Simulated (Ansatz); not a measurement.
**TaN: do energies and stresses tell the same story?**

These are results of DFT PBE, scalar-relativistic, plane waves, PAW in Ansatz 0.2.0, not measurements.

Settings: cutoff 420 eV, Γ-centred mesh 18×18×14 on the computed 2-atom cell, Gaussian smearing of 0.10 eV; no spin polarisation.

Relaxed cell: P-6m2, a = 2.950 Å, b = 2.950 Å, c = 2.898 Å, α = 90.00°, β = 90.00°, γ = 120.00°, 2 atoms in the primitive cell. This form isn't the usual stable structure of the compound.

Energies at zero smearing and pressures from the stress tensor, at volumes with shape and atoms relaxed:
| V (Å³/atom) | E − E(first) (meV/atom) | P (GPa) |
| --- | --- | --- |
| 9.610 | 0.00 | 56.67 |
| 9.938 | -97.27 | 38.92 |
| 10.266 | -160.99 | 23.81 |
| 10.593 | -196.18 | 10.95 |
| 10.921 | -207.08 | 0.00 |
| 11.249 | -197.29 | -9.33 |
| 11.576 | -169.89 | -17.26 |
| 12.013 | -110.45 | -26.02 |

Problem. Check P = −dE/dV between neighbouring volumes, and get the bulk modulus from the pressures alone.

Solution. With 1 eV/Å³ = 160.2 GPa:
```csv
middle V (Å³/atom),−ΔE/ΔV (GPa),mean P (GPa)
9.774,47.565,47.794
10.102,31.161,31.366
10.430,17.212,17.383
10.757,5.327,5.477
11.085,-4.784,-4.662
11.412,-13.401,-13.293
11.795,-21.800,-21.643
```

The two differ by 0.23 GPa at most. The mean of two end pressures misses the average over a step by about ΔV² P″/12, up to 0.24 GPa here; with that taken off 0.01 GPa remains. Around V = 10.921 Å³/atom, the two neighbours give B = −V ΔP/ΔV = 10.921 × 20.28 / 0.655 = 338.0 GPa, against B0 = 336.1 GPa from the Birch–Murnaghan fit of the energies.

Spin–orbit coupling is left out, which can shift energies with elements as heavy as these.